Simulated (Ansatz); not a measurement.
**Structures of RbBr: which is lowest?**

Plane-wave DFT in Ansatz with scalar-relativistic PAW potentials, cutoff 420 eV, Γ-centred meshes chosen by cell and gap, Gaussian smearing with energies taken to zero width. Every cell was relaxed (cell and atoms) in a run of its own, within the symmetry of its start. Functional: PBEsol.

Relaxed structures (starts from databases or built by putting these elements on another compound's sites):
A. Fm-3m, 2 atoms in the computed cell, a = 6.850 Å; sites (symmetry × multiplicity) Rb m-3m × 4, Br m-3m × 4; start: database
B. Pm-3m, 2 atoms in the computed cell, a = 4.070 Å; sites (symmetry × multiplicity) Rb m-3m × 1, Br m-3m × 1; start: database

**Question.** Rank them by energy. Could pressure change the order?

**Answer.**
| structure | group | E − E(lowest) (meV/atom) | V (Å³/atom) | gap on mesh (eV) |
| --- | --- | --- | --- | --- |
| A | Fm-3m | 0.0 | 40.18 | 4.22 |
| B | Pm-3m | 26.9 | 33.71 | 4.04 |

A is lowest, 27 meV/atom under B. B is denser by 6.47 Å³/atom, so pressure favours it: ΔE/ΔV, with ΔE in eV and 1 eV/Å³ = 160.2 GPa, gives about 0.7 GPa for equal enthalpy if both cells were rigid, a rough figure since the two compress differently. Other structures may lie lower than all of these, and vibrations aren't counted.